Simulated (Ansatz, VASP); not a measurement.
# Li2CoCl4: VASP beside Ansatz

Wanted: the spread between two codes on one cell, functional and k mesh.

Method: plane waves, with VASP 6.6.1 beside it; relaxation of cell and atoms at r2SCAN with rVV10, in Ansatz 0.2.0.

### 1. The starting structure

Symmetry: Cmmm, No. 65, orthorhombic system. The conventional cell has a = 7.238 Å, b = 9.831 Å, c = 3.589 Å, α = 90.00°, β = 90.00°, γ = 90.00°. Nearest to Li lie 6 Cl at 2.46 to 2.55 Å. Nearest to Co lie 6 Cl at 2.30 to 2.44 Å. Nearest to Cl lie 2 Co at 2.44 Å and 2 Li at 2.46 Å. Cl has 1 Co at 2.30 Å and 4 Li at 2.55 Å nearest. Farther neighbours and most contacts between anions are not listed.

### 2. VASP: relaxation of cell and atoms, r2SCAN with rVV10

The relaxed volume is the usual yardstick between codes: its relative difference is about their pressure difference at one cell divided by the bulk modulus.

Lines of VASP's logs that name or quote its potential files are left out, and so is its time.

The input, INCAR:

```
SYSTEM = Li2CoCl4
PREC = Accurate
ENCUT = 700
EDIFF = 1E-06
NELM = 100
ISMEAR = -1
SIGMA = 0.05
LREAL = .FALSE.
ALGO = Normal
METAGGA = R2SCAN
LUSE_VDW = .TRUE.
IVDW_NL = 2
BPARAM = 11.95
CPARAM = 0.0093
LASPH = .TRUE.
NBANDS = 34
ISPIN = 2
MAGMOM = 0 0 2 0 0 0 0
LMAXMIX = 4
LORBIT = 11
LWAVE = .FALSE.
LCHARG = .FALSE.
KPAR = 8
IBRION = 2
NSW = 60
ISIF = 3
EDIFFG = -0.01
```

The input, POSCAR:

```
Li2CoCl4
1.0
    3.6192217400     -4.9155678900      0.0000000000
    3.6192217400      4.9155678900      0.0000000000
    0.0000000000      0.0000000000      3.5894800800
Li Co Cl
2 1 4
Direct
    0.5000000000      0.0000000000      0.5000000000
    0.0000000000      0.5000000000      0.5000000000
    0.0000000000      0.0000000000      0.0000000000
    0.7713001700      0.7713001700      0.5000000000
    0.7664696000      0.2335304000      0.0000000000
    0.2286998300      0.2286998300      0.5000000000
    0.2335304000      0.7664696000      0.0000000000
```

The input, KPOINTS:

```
Automatic mesh
0
Gamma
4 4 6
0 0 0
```

The projector-augmented-wave data sets are Li_sv, Co and Cl (PBE family, release 64).

The run is started by

```sh
mpirun -np 8 vasp_std
```

Numbers of over 12 decimals in the logs are rounded to 6 here.

Output:

```text
[banner, memory and clock lines left out]
running    8 mpi-ranks, on    1 nodes
 distrk:  each k-point on    1 cores,    8 groups
 distr:  one band on    1 cores,    1 groups

 POSCAR found type information on POSCAR LiCoCl
 POSCAR found :  3 types and       7 ions
|                                                                             |
|           W    W    AA    RRRRR   N    N  II  N    N   GGGG   !!!           |
|           W    W   A  A   R    R  NN   N  II  NN   N  G    G  !!!           |
|           W    W  A    A  R    R  N N  N  II  N N  N  G       !!!           |
|           W WW W  AAAAAA  RRRRR   N  N N  II  N  N N  G  GGG   !            |
|           WW  WW  A    A  R   R   N   NN  II  N   NN  G    G                |
|           W    W  A    A  R    R  N    N  II  N    N   GGGG   !!!           |
|                                                                             |
|     For optimal performance we recommend to set                             |
|       NCORE = 2 up to number-of-cores-per-socket                            |
|     NCORE specifies how many cores store one orbital (NPAR=cpu/NCORE).      |
|     This setting can greatly improve the performance of VASP for DFT.       |
|     The default, NCORE=1 might be grossly inefficient on modern             |
|     multi-core architectures or massively parallel machines. Do your        |
|     Unfortunately you need to use the default for GW and RPA                |
|     calculations (for HF NCORE is supported but not extensively tested      |
|     yet).                                                                   |
|                                                                             |

|                                                                             |
|               ----> ADVICE to this user running VASP <----                  |
|                                                                             |
|     You have switched on vdW-DFT.                                           |
|     This routine was written and supplied by Jiri Klimes. We recommend      |
|     that you carefully read and cite the following publications:            |
|       J. Klimes, D.R. Bowler, A. Michelides                                 |
|          J. Phys.: Cond Matt. 22 022201 (2010)                              |
|       J. Klimes, D.R. Bowler, A. Michelides                                 |
|          Phys. Rev. B. 83, 195131 (2011)                                    |
|     and references therein.                                                 |
|                                                                             |

|                                                                             |
|               ----> ADVICE to this user running VASP <----                  |
|                                                                             |
|     You enforced a specific xc type in the INCAR file but a different       |
|     [... a line on the potential file left out ...]
|     I HOPE YOU KNOW WHAT YOU ARE DOING!                                     |
|                                                                             |

 LDA part: xc-table for (None), standard interpolation
 POSCAR, INCAR and KPOINTS ok, starting setup
 FFT: planning ... GRIDC
 FFT: planning ... GRID_SOFT
 FFT: planning ... GRID
 WAVECAR not read
 entering main loop
       N       E                     dE             d eps       ncg     rms          rms(c)
Total rVV10 correction in eV:      1.0999097    45.5440634
Total rVV10 correction in eV:      1.0999097    45.5440634
Total rVV10 correction in eV:      1.0999097    45.5440634
Total rVV10 correction in eV:      1.0999097    45.5440634
Total rVV10 correction in eV:      1.0999097    45.5440634
Total rVV10 correction in eV:      1.0999097    45.5440634
Total rVV10 correction in eV:      1.0999097    45.5440634
Total rVV10 correction in eV:      1.0999097    45.5440634
DAV:   1     0.390113477870E+03    0.39011E+03   -0.21500E+04  3808   0.155E+03
DAV:   2    -0.534828132975E+01   -0.39546E+03   -0.36590E+03  4156   0.353E+02
DAV:   3    -0.562007734258E+02   -0.50852E+02   -0.50028E+02  4696   0.129E+02
DAV:   4    -0.620887842432E+02   -0.58880E+01   -0.58468E+01  7016   0.306E+01
DAV:   5    -0.623059338276E+02   -0.21715E+00   -0.21688E+00  5328   0.588E+00    0.167E+01
Total rVV10 correction in eV:      1.1143176    45.5440642
Total rVV10 correction in eV:      1.1143176    45.5440642
[...]
Total rVV10 correction in eV:      1.1705764    45.5440642
Total rVV10 correction in eV:      1.1705764    45.5440642
Total rVV10 correction in eV:      1.1705764    45.5440642
Total rVV10 correction in eV:      1.1705764    45.5440642
Total rVV10 correction in eV:      1.1705764    45.5440642
DAV:   2    -0.521869748589E+02   -0.26732E-05   -0.33207E-05  4488   0.322E-02    0.925E-03
Total rVV10 correction in eV:      1.1705557    45.5440642
Total rVV10 correction in eV:      1.1705557    45.5440642
Total rVV10 correction in eV:      1.1705557    45.5440642
Total rVV10 correction in eV:      1.1705557    45.5440642
Total rVV10 correction in eV:      1.1705557    45.5440642
Total rVV10 correction in eV:      1.1705557    45.5440642
Total rVV10 correction in eV:      1.1705557    45.5440642
[...]
Total rVV10 correction in eV:      1.1706082    45.5440642
Total rVV10 correction in eV:      1.1706082    45.5440642
Total rVV10 correction in eV:      1.1706082    45.5440642
Total rVV10 correction in eV:      1.1706082    45.5440642
Total rVV10 correction in eV:      1.1706082    45.5440642
Total rVV10 correction in eV:      1.1706082    45.5440642
Total rVV10 correction in eV:      1.1706082    45.5440642
Total rVV10 correction in eV:      1.1706082    45.5440642
DAV:   3    -0.521870702679E+02    0.37686E-04   -0.55441E-05  5484   0.519E-02    0.323E-02
Total rVV10 correction in eV:      1.1706133    45.5440642
Total rVV10 correction in eV:      1.1706133    45.5440642
Total rVV10 correction in eV:      1.1706133    45.5440642
Total rVV10 correction in eV:      1.1706133    45.5440642
Total rVV10 correction in eV:      1.1706133    45.5440642
Total rVV10 correction in eV:      1.1706133    45.5440642
Total rVV10 correction in eV:      1.1706133    45.5440642
Total rVV10 correction in eV:      1.1706133    45.5440642
DAV:   4    -0.521870652644E+02    0.50035E-05   -0.18810E-05  5344   0.381E-02    0.115E-02
Total rVV10 correction in eV:      1.1706119    45.5440642
Total rVV10 correction in eV:      1.1706119    45.5440642
Total rVV10 correction in eV:      1.1706119    45.5440642
Total rVV10 correction in eV:      1.1706119    45.5440642
Total rVV10 correction in eV:      1.1706119    45.5440642
Total rVV10 correction in eV:      1.1706119    45.5440642
Total rVV10 correction in eV:      1.1706119    45.5440642
Total rVV10 correction in eV:      1.1706119    45.5440642
DAV:   5    -0.521870655382E+02   -0.27376E-06   -0.24391E-06  4222   0.118E-02
Total rVV10 correction in eV:      1.1706069    45.5440642
Total rVV10 correction in eV:      1.1706069    45.5440642
Total rVV10 correction in eV:      1.1706069    45.5440642
Total rVV10 correction in eV:      1.1706069    45.5440642
Total rVV10 correction in eV:      1.1706069    45.5440642
Total rVV10 correction in eV:      1.1706069    45.5440642
Total rVV10 correction in eV:      1.1706069    45.5440642
Total rVV10 correction in eV:      1.1706069    45.5440642
Total rVV10 correction in eV:      1.1706111    45.5440642
Total rVV10 correction in eV:      1.1706111    45.5440642
Total rVV10 correction in eV:      1.1706111    45.5440642
Total rVV10 correction in eV:      1.1706111    45.5440642
Total rVV10 correction in eV:      1.1706111    45.5440642
Total rVV10 correction in eV:      1.1706111    45.5440642
Total rVV10 correction in eV:      1.1706111    45.5440642
Total rVV10 correction in eV:      1.1706111    45.5440642
  17 F= -.52187066E+02 E0= -.52187054E+02  d E =-.901052E-04  mag=     3.0000
 trial-energy change:   -0.000090  1 .order   -0.000081   -0.000101   -0.000060
 step:   2.6923(harm=  4.4585)  dis= 0.00200  next Energy=   -52.187081 (dE=-0.106E-03)
 bond charge predicted
       N       E                     dE             d eps       ncg     rms          rms(c)
Total rVV10 correction in eV:      1.1706198    45.5440642
Total rVV10 correction in eV:      1.1706198    45.5440642
Total rVV10 correction in eV:      1.1706198    45.5440642
Total rVV10 correction in eV:      1.1706198    45.5440642
Total rVV10 correction in eV:      1.1706198    45.5440642
Total rVV10 correction in eV:      1.1706198    45.5440642
Total rVV10 correction in eV:      1.1706198    45.5440642
Total rVV10 correction in eV:      1.1706198    45.5440642
DAV:   1    -0.521871111482E+02   -0.45884E-04   -0.44780E-03  3840   0.329E-01    0.414E-02
Total rVV10 correction in eV:      1.1706313    45.5440641
Total rVV10 correction in eV:      1.1706313    45.5440641
Total rVV10 correction in eV:      1.1706313    45.5440641
Total rVV10 correction in eV:      1.1706313    45.5440641
Total rVV10 correction in eV:      1.1706313    45.5440641
Total rVV10 correction in eV:      1.1706313    45.5440641
Total rVV10 correction in eV:      1.1706313    45.5440641
Total rVV10 correction in eV:      1.1706313    45.5440641
DAV:   2    -0.521871027312E+02    0.84171E-05   -0.17903E-04  5112   0.814E-02    0.253E-02
Total rVV10 correction in eV:      1.1706357    45.5440641
Total rVV10 correction in eV:      1.1706357    45.5440641
Total rVV10 correction in eV:      1.1706357    45.5440641
Total rVV10 correction in eV:      1.1706357    45.5440641
Total rVV10 correction in eV:      1.1706357    45.5440641
Total rVV10 correction in eV:      1.1706357    45.5440641
Total rVV10 correction in eV:      1.1706357    45.5440641
Total rVV10 correction in eV:      1.1706357    45.5440641
DAV:   3    -0.521870938796E+02    0.88515E-05   -0.13356E-05  5480   0.264E-02    0.160E-02
Total rVV10 correction in eV:      1.1706373    45.5440641
Total rVV10 correction in eV:      1.1706373    45.5440641
Total rVV10 correction in eV:      1.1706373    45.5440641
Total rVV10 correction in eV:      1.1706373    45.5440641
Total rVV10 correction in eV:      1.1706373    45.5440641
Total rVV10 correction in eV:      1.1706373    45.5440641
Total rVV10 correction in eV:      1.1706373    45.5440641
Total rVV10 correction in eV:      1.1706373    45.5440641
DAV:   4    -0.521870930333E+02    0.84635E-06   -0.46592E-06  5040   0.194E-02
Total rVV10 correction in eV:      1.1706302    45.5440641
Total rVV10 correction in eV:      1.1706302    45.5440641
Total rVV10 correction in eV:      1.1706302    45.5440641
Total rVV10 correction in eV:      1.1706302    45.5440641
Total rVV10 correction in eV:      1.1706302    45.5440641
Total rVV10 correction in eV:      1.1706302    45.5440641
Total rVV10 correction in eV:      1.1706302    45.5440641
Total rVV10 correction in eV:      1.1706302    45.5440641
Total rVV10 correction in eV:      1.1706363    45.5440641
Total rVV10 correction in eV:      1.1706363    45.5440641
Total rVV10 correction in eV:      1.1706363    45.5440641
Total rVV10 correction in eV:      1.1706363    45.5440641
Total rVV10 correction in eV:      1.1706363    45.5440641
Total rVV10 correction in eV:      1.1706363    45.5440641
Total rVV10 correction in eV:      1.1706363    45.5440641
Total rVV10 correction in eV:      1.1706363    45.5440641
  18 F= -.52187093E+02 E0= -.52187082E+02  d E =-.117600E-03  mag=     3.0000
 curvature:  -1.74 expect dE=-0.313E-04 dE for cont linesearch -0.138E-04
 trial: gam=-0.13452 g(F)=  0.930E-05 g(S)=  0.868E-05 ort = 0.250E-04 (trialstep = 0.199E+01)
 search vector abs. value=  0.127E-04
 reached required accuracy - stopping structural energy minimisation
```

[end of part 1 of 3]

[Lines on the potential files, build, host, timing and source positions are cut from VASP's logs without a mark.]

[Logs are printed without paths, hosts, clocks, repeated set-up lines and the standing remarks that a program may print on its own settings, such as how far it seeks lower states.]

[Hosts, paths, dates, database ids (printed as entryN), source tags and the programs' standing remarks are cut or masked in the printed files.]
